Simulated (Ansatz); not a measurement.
# Response of AlRu to small distortions

```xyz
2
Lattice="2.9916 0.0000 0.0000 0.0000 2.9916 0.0000 0.0000 0.0000 2.9916" Properties=species:S:1:pos:R:3 pbc="T T T"
Al    0.0000    0.0000    0.0000
Ru    1.4958    1.4958    1.4958
```

Atom numbers follow the list: Al1, Ru2.

The cell is COD entry 1527371, as deposited and not checked against the literature; nothing was relaxed.

Spin polarisation is left out, and whether a magnetic state lies lower isn't shown here.

All numbers below come from Ansatz 0.2.0, DFT, PBE, all-electron LAPW, scalar-relativistic.

Numerical set-up: a Γ-centred 12×12×12 k mesh, Fermi–Dirac smearing of 0.05 eV, basis error target 1 meV/atom, no spin polarisation.

The unchanged cell is at 2.43 GPa.

In a metal, stresses and small energies carry noise from the k mesh.

x, y and z are the Cartesian axes of the cell as listed; fractional coordinates follow a strain, and an engineering shear is twice the off-diagonal strain component.

(1) One change gave: energy change +11 meV/atom; stress change (xx, yy, zz, yz, xz, xy) -2.59, -2.59, 5.96, 0.00, 0.00, 0.00 GPa, compression positive. Which change was it?
A. z strained by +1 % at fixed volume
B. atom 1 (Al) moved by (0.1155, 0.1155, 0.1155) Å
C. z strained by -3 % at fixed volume

## Answers

(1) C. For z strained by +1 % at fixed volume: energy change +1 meV/atom; stress change (xx, yy, zz, yz, xz, xy) 0.92, 0.92, -1.76, 0.00, 0.00, 0.00 GPa, compression positive. For atom 1 (Al) moved by (0.1155, 0.1155, 0.1155) Å: energy change +81 meV/atom; stress change (xx, yy, zz, yz, xz, xy) 3.10, 3.10, 3.10, 2.16, 2.16, 2.16 GPa, compression positive; change of the force on Al1 (-0.967, -0.967, -0.967) eV/Å.
